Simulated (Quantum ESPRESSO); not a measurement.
# NiO in Quantum ESPRESSO: the effect of functional

NiO:

```
Ni O
1.0
     0.00000    2.09131    2.09131
     2.09131    0.00000    2.09131
     2.09131    2.09131    0.00000
Ni O
1 1
Direct
  0.00000 0.00000 0.00000
  0.50000 0.50000 0.50000
```

Alike in all runs:

* Program: Quantum ESPRESSO 7.5
* Task: single point
* Potentials or basis: PseudoDojo 0.4.1 SR LDA stringent
* Cutoff: 1415 eV
* Density cutoff: 5660 eV
* k mesh: 8 × 8 × 8
* Occupations: gaussian, width 0.05 eV
* Spin: collinear spin, ferromagnetic start
* Starting moments: [2.0, 0.0] μB
* Hubbard terms: Ni d U = 7 eV

```csv
functional,gap on the mesh (eV),pressure (GPa)
LDA,1.95,-6.0
PBEsol,2.45,2.0
revPBE,?,?
RPBE,2.82,17.6
PW91,2.67,10.8
```

Question: What does the run with functional revPBE give?

Answer: gap on the mesh 2.78 eV; pressure 16.0 GPa.

Caveats: a cell with one magnetic atom can't hold antiferromagnetic order, which such compounds often take; the potentials were made for another functional, which shifts forces and pressure (some runs).

A k mesh can miss the band edges.

Runs at the PBE level aren't shown here.
